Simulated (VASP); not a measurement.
# Y in VASP: reference runs

Reference runs on Y: the cell as given.

All numbers are computed with VASP 6.6.1; they aren't measurements. Logs are shortened: lines on timing, memory, paths and dates and some standing lists are left out, and cuts for length are marked.

## (1) The cell of the first run

The cell holds a slab with vacuum, 5 atoms: a = 3.514 Å, b = 3.514 Å, c = 24.940 Å, α = 90.00°, β = 90.00°, γ = 90.00°.

The slab is cut from a database's or a generator's crystal, which needn't be the stable form of the element.

## (2) Single point, PBE (the (1 0 0) slab of Y, cut from the database cell, not relaxed)

The input, INCAR:

```
SYSTEM = Y
  PREC = Accurate
  ENCUT = 520
  EDIFF = 1E-7
  ISMEAR = -1
  SIGMA = 0.05
  LREAL = .False.
  LASPH = .True.
  NELM = 80
  ALGO = Normal
  ISIF = 2
  LWAVE = .False.
  LCHARG = .False.
  LDIPOL = .True.
  IDIPOL = 3
  DIPOL = 0.5 0.5 0.500
  GGA = PE
  NBANDS = 36
```

The input, KPOINTS:

```
Automatic mesh
0
Gamma
  8 8 1
  0 0 0
```

The input, POSCAR:

```
Y
1.0
    3.5143207025      0.0000000000      0.0000000000
    0.0000000000      3.5143207025      0.0000000000
    0.0000000000      0.0000000000     24.9400000000
Y
5
Direct
    0.5000000000      0.5000000000      0.3007217322
    0.0000000000      0.0000000000      0.4003608661
    0.5000000000      0.5000000000      0.5000000000
    0.0000000000      0.0000000000      0.5996391339
    0.5000000000      0.5000000000      0.6992782678
```

Potentials or basis: VASP PAW PBE potentials, release 64 (Y_sv).

Launch:

```sh
$ cat potpaw_PBE.64/Y_sv/POTCAR > POTCAR
$ mpirun -np 1 vasp_std > vasp.out
```

OUTCAR:

```text
SYSTEM = Y
   PREC = Accurate
   ENCUT = 520
   EDIFF = 1E-7
   ISMEAR = -1
   LREAL = .False.
   LASPH = .True.
   NELM = 80
   ISIF = 2
   GGA = PE

 ion  position               nearest neighbor table
   1  0.500  0.500  0.301-   2 3.51   2 3.51   2 3.51   2 3.51
   2  0.000  0.000  0.400-   1 3.51   3 3.51   1 3.51   3 3.51   1 3.51   3 3.51   1 3.51   3 3.51

   3  0.500  0.500  0.500-   2 3.51   4 3.51   2 3.51   4 3.51   2 3.51   4 3.51   2 3.51   4 3.51

   4  0.000  0.000  0.600-   3 3.51   5 3.51   3 3.51   5 3.51   3 3.51   5 3.51   3 3.51   5 3.51

   5  0.500  0.500  0.699-   4 3.51   4 3.51   4 3.51   4 3.51

  LATTYP: Found a simple tetragonal cell.
 ALAT       =     3.5143207025
 C/A-ratio  =     7.0966773130

  Lattice vectors:

 A1 = (   3.5143207025,   0.0000000000,   0.0000000000)
 A2 = (   0.0000000000,   3.5143207025,   0.0000000000)
 A3 = (   0.0000000000,   0.0000000000,  24.9400000000)

Analysis of symmetry for initial positions (statically):
=====================================================================
 Subroutine PRICEL returns:
 Original cell was already a primitive cell.

 Routine SETGRP: Setting up the symmetry group for a
 simple tetragonal supercell.

 Subroutine GETGRP returns: Found 16 space group operations
 (whereof 16 operations were pure point group operations)
 out of a pool of 16 trial point group operations.

The static configuration has the point symmetry D_4h.

Analysis of symmetry for dynamics (positions and initial velocities):
=====================================================================
 Subroutine PRICEL returns:
 Original cell was already a primitive cell.

 Routine SETGRP: Setting up the symmetry group for a
 simple tetragonal supercell.

 Subroutine GETGRP returns: Found 16 space group operations
 (whereof 16 operations were pure point group operations)
 out of a pool of 16 trial point group operations.

The dynamic configuration has the point symmetry D_4h.

 Subroutine INISYM returns: Found 16 space group operations
 (whereof 16 operations are pure point group operations),
 and found     1 'primitive' translations

----------------------------------------------------------------------------------------

                                     Primitive cell

  volume of cell :     308.0202

  direct lattice vectors                    reciprocal lattice vectors
     3.514320703  0.000000000  0.000000000     0.284550013  0.000000000  0.000000000
     0.000000000  3.514320703  0.000000000     0.000000000  0.284550013  0.000000000
     0.000000000  0.000000000 24.940000000     0.000000000  0.000000000  0.040096231

  length of vectors
     3.514320703  3.514320703 24.940000000     0.284550013  0.284550013  0.040096231

  position of ions in fractional coordinates (direct lattice)
     0.500000000  0.500000000  0.300721732
     0.000000000  0.000000000  0.400360866
     0.500000000  0.500000000  0.500000000
     0.000000000  0.000000000  0.599639134
     0.500000000  0.500000000  0.699278268

  ion indices of the primitive-cell ions
   primitive index   ion index
                 1           1
                 2           2
                 3           3
                 4           4
                 5           5

----------------------------------------------------------------------------------------

 KPOINTS: Automatic mesh

Automatic generation of k-mesh.
 Grid dimensions read from file:
 generate k-points for:    8    8    1

 Generating k-lattice:

  Cartesian coordinates                     Fractional coordinates (reciprocal lattice)
     0.035568752  0.000000000  0.000000000     0.125000000  0.000000000  0.000000000
     0.000000000  0.035568752  0.000000000     0.000000000  0.125000000  0.000000000
     0.000000000  0.000000000  0.040096231     0.000000000  0.000000000  1.000000000

  Length of vectors
     0.035568752  0.035568752  0.040096231

  Shift w.r.t. Gamma in fractional coordinates (k-lattice)
     0.000000000  0.000000000  0.000000000

 Subroutine IBZKPT returns following result:
 ===========================================

 Found     15 irreducible k-points:

 Following reciprocal coordinates:
            Coordinates               Weight
  0.000000  0.000000  0.000000      1.000000
  0.125000  0.000000  0.000000      4.000000
  0.250000  0.000000  0.000000      4.000000
  0.375000  0.000000  0.000000      4.000000
  0.500000  0.000000  0.000000      2.000000
  0.125000  0.125000  0.000000      4.000000
  0.250000  0.125000  0.000000      8.000000
  0.375000  0.125000  0.000000      8.000000
  0.500000  0.125000  0.000000      4.000000
  0.250000  0.250000  0.000000      4.000000
  0.375000  0.250000  0.000000      8.000000
  0.500000  0.250000  0.000000      4.000000
  0.375000  0.375000  0.000000      4.000000
  0.500000  0.375000  0.000000      4.000000
  0.500000  0.500000  0.000000      1.000000
   k-points           NKPTS =     15   k-points in BZ     NKDIM =     15   number of bands    NBANDS=     36
   number of dos      NEDOS =    301   number of ions     NIONS =      5
   total plane-waves  NPLWV = 150528
   dimension x,y,z NGX =    28 NGY =   28 NGZ =  192
   dimension x,y,z NGXF=    56 NGYF=   56 NGZF=  384
   ions per type =               5
   NGX,Y,Z   is equivalent  to a cutoff of  13.25, 13.25, 12.80 a.u.
   NGXF,Y,Z  is equivalent  to a cutoff of  26.49, 26.49, 25.60 a.u.
 SYSTEM =  Y
   PREC   = accura    normal or accurate (medium, high low for compatibility)
   ISTART =      0    job   : 0-new  1-cont  2-samecut
   ICHARG =      2    charge: 1-file 2-atom 10-const
   ISPIN  =      1    spin polarized calculation?
   LNONCOLLINEAR =      F non collinear calculations
   LSORBIT =      F    spin-orbit coupling
   LASPH  =      T    aspherical Exc in radial PAW
   ENCUT  =  520.0 eV  38.22 Ry    6.18 a.u.   6.53  6.53 46.37*2*pi/ulx,y,z
   NELM   =     80;   NELMIN=  2; NELMDL= -5     # of ELM steps
   EDIFF  = 0.1E-06   stopping-criterion for ELM
   LREAL  =      F    real-space projection
   EDIFFG = 0.1E-05   stopping-criterion for IOM
   NSW    =      0    number of steps for IOM
   IBRION =     -1    ionic relax: 0-MD 1-quasi-New 2-CG
   NFREE  =      0    steps in history (QN), initial steepest desc. (CG)
   ISIF   =      2    stress and relaxation
   ISYM   =      2    0-nonsym 1-usesym 2-fastsym
   POTIM  = 0.5000    time-step for ionic-motion
   TEBEG  =    0.0;   TEEND  =   0.0 temperature during run
   PSTRESS=    0.0 pullay stress
   NELECT =      55.0000    total number of electrons
   NUPDOWN=      -1.0000    fix difference up-down
   EMIN   =  10.00;   EMAX   =-10.00  energy-range for DOS
   EFERMI =   0.00;   METHOD = LEGACY
   ISMEAR =    -1;   SIGMA  =   0.05  broadening in eV -4-tet -1-fermi 0-gaus
   EFERMI_NEDOS =   21; number of points for ismear=-14 and -15
   IALGO  =     38    algorithm
   IMIX   =      4    mixing-type and parameters
     AMIX     =   0.40;   BMIX     =  1.00
     AMIX_MAG =   1.60;   BMIX_MAG =  1.00
  volume/ion in A,a.u.               =      61.60       415.72
  Fermi-wavevector in a.u.,A,eV,Ry     =   0.921869  1.742080 11.562814  0.849843
  Thomas-Fermi vector in A             =   2.047333
   LORBIT       =      0    0 simple, 1 ext, 2 COOP (PROOUT), +10 PAW based schemes
   GGA     = PE    functional components
   LHFCALC =     F    Hartree Fock is set to
   AEXX    =    0.0000 exact exchange contribution
   IVDW    =     0    specifies the selected vdW correction
   LEPSILON=     F    determine dielectric tensor
   LRPA    =     F    only Hartree local field effects (RPA)
 non-spin polarized calculation
  energy-cutoff  :      520.00
  volume of cell :      308.02
 maximum number of plane-waves:      8353
 NGX is ok and might be reduce to    28
   NGX = 13   NGY = 13   NGZ = 93

 dipolmoment           0.000000      0.000000     -0.000000 electrons x Angstroem

 number of electron      55.0000003 magnetization

 dipolmoment           0.000000      0.000000      0.000000 electrons x Angstroem

 Free energy of the ion-electron system (eV)
  ---------------------------------------------------
  ext. energy  EPLUGINS =         0.00000000
  ---------------------------------------------------
  free energy    TOTEN  =       -30.52021688 eV

  energy without entropy =      -30.43610559  energy(sigma->0) =      -30.47816123

 E-fermi :   0.3960     XC(G=0):  -5.6162

 val. band max:        0.3779497534   @ k =   0.3750   0.2500   0.0000
 cond. band min:       0.4059557257   @ k =   0.2500   0.2500   0.0000
 fundamental gap:      0.0280059724
 Fermi energy:         0.3959684931

 k-point     1 :       0.0000    0.0000    0.0000
  band No.  band energies     occupation
      1     -42.7317      2.00000
      2     -42.7316      2.00000
      3     -42.1599      2.00000
      4     -41.9740      2.00000
      5     -41.9655      2.00000
      6     -22.8363      2.00000
[... 28 lines left out ...]
     35       2.3722      0.00000
     36       2.3724      0.00000

 k-point     2 :       0.1250    0.0000    0.0000
  band No.  band energies     occupation
      1     -42.7276      2.00000
      2     -42.7276      2.00000
      3     -42.1546      2.00000
      4     -41.9700      2.00000
      5     -41.9627      2.00000
      6     -22.8286      2.00000
[... 28 lines left out ...]
     35       2.1611      0.00000
     36       2.4594      0.00000

 k-point     3 :       0.2500    0.0000    0.0000
  band No.  band energies     occupation
      1     -42.7176      2.00000
      2     -42.7176      2.00000
      3     -42.1417      2.00000
      4     -41.9603      2.00000
      5     -41.9560      2.00000
      6     -22.8135      2.00000
[... 28 lines left out ...]
     35       2.0431      0.00000
     36       2.4494      0.00000
[... 391 lines left out ...]
 k-point    14 :       0.5000    0.3750    0.0000
  band No.  band energies     occupation
      1     -42.6809      2.00000
      2     -42.6809      2.00000
      3     -42.0997      2.00000
      4     -41.9232      2.00000
      5     -41.9230      2.00000
      6     -22.8208      2.00000
[... 28 lines left out ...]
     35       2.4619      0.00000
     36       2.8217      0.00000

 k-point    15 :       0.5000    0.5000    0.0000
  band No.  band energies     occupation
      1     -42.6770      2.00000
      2     -42.6770      2.00000
      3     -42.0957      2.00000
      4     -41.9191      2.00000
      5     -41.9190      2.00000
      6     -22.8143      2.00000
[... 28 lines left out ...]
     35       3.0739      0.00000
     36       3.0739      0.00000

------------------------ aborting loop because EDIFF is reached ----------------------------------------

 vacuum level on the upper side and lower side of the slab       (xc-potential included)        -0.214        -0.214

  FORCE on cell =-STRESS in cart. coord.  units (eV):
  Direction    XX          YY          ZZ          XY          YZ          ZX
  --------------------------------------------------------------------------------------
  -------------------------------------------------------------------------------------
  Total        0.6007207      0.6007207      0.0783065      0.0000000      0.0000000      0.0000000
  in kB        3.1246685      3.1246685      0.4073140      0.0000000      0.0000000      0.0000000
  external PRESSURE =       2.2188837 kB  Pullay stress =       0.0000000 kB

 VOLUME and BASIS-vectors are now :
 -----------------------------------------------------------------------------
  energy-cutoff  :      520.00
  volume of cell :      308.02
      direct lattice vectors                 reciprocal lattice vectors
     3.514320703  0.000000000  0.000000000     0.284550013  0.000000000  0.000000000
     0.000000000  3.514320703  0.000000000     0.000000000  0.284550013  0.000000000
     0.000000000  0.000000000 24.940000000     0.000000000  0.000000000  0.040096231

 POSITION                                       TOTAL-FORCE (eV/Angst)
 -----------------------------------------------------------------------------------
      1.75716      1.75716      7.50000         0.000000     -0.000000      0.188686
      0.00000      0.00000      9.98500         0.000000      0.000000     -0.395397
      1.75716      1.75716     12.47000         0.000000      0.000000      0.000000
      0.00000      0.00000     14.95500        -0.000000      0.000000      0.395397
      1.75716      1.75716     17.44000         0.000000      0.000000     -0.188686
 -----------------------------------------------------------------------------------
    total drift:                                0.000000      0.000000      0.000000

  FREE ENERGIE OF THE ION-ELECTRON SYSTEM (eV)
  ---------------------------------------------------
  free  energy   TOTEN  =       -30.5202168760 eV

  energy  without entropy=      -30.4361055891  energy(sigma->0) =      -30.47816123

 vacuum level on the upper side and lower side of the slab         3.009         3.009
```

Wall time 11 min (1 thread of AMD EPYC 7R43 (Zen 3), shared host); peak memory 0.38 GiB.

What came out:

| Quantity | Value |
| --- | --- |
| Free energy | -30.5202 eV |
| Largest force | 0.395 eV/Å |
| Band gap on the k mesh | none (metal or under the smearing width) |

Forces in eV/Å, atoms in the order of the input:
```
Y    0.000  0.000  0.189
Y    0.000  0.000 -0.395
Y    0.000  0.000  0.000
Y    0.000  0.000  0.395
Y    0.000  0.000 -0.189
```

Levels at points of the mesh, in eV from the Fermi level:
```tsv
k point	band 25	band 26	band 27	band 28	band 29	band 30
(0.00, 0.00, 0.00)	-1.88	-0.86	-0.54	-0.03	0.08	0.13
(0.50, 0.00, 0.00)	-1.33	0.05	0.06	0.47	0.51	0.53
(0.50, 0.50, 0.00)	-0.90	-0.82	-0.82	-0.35	-0.35	0.37
```
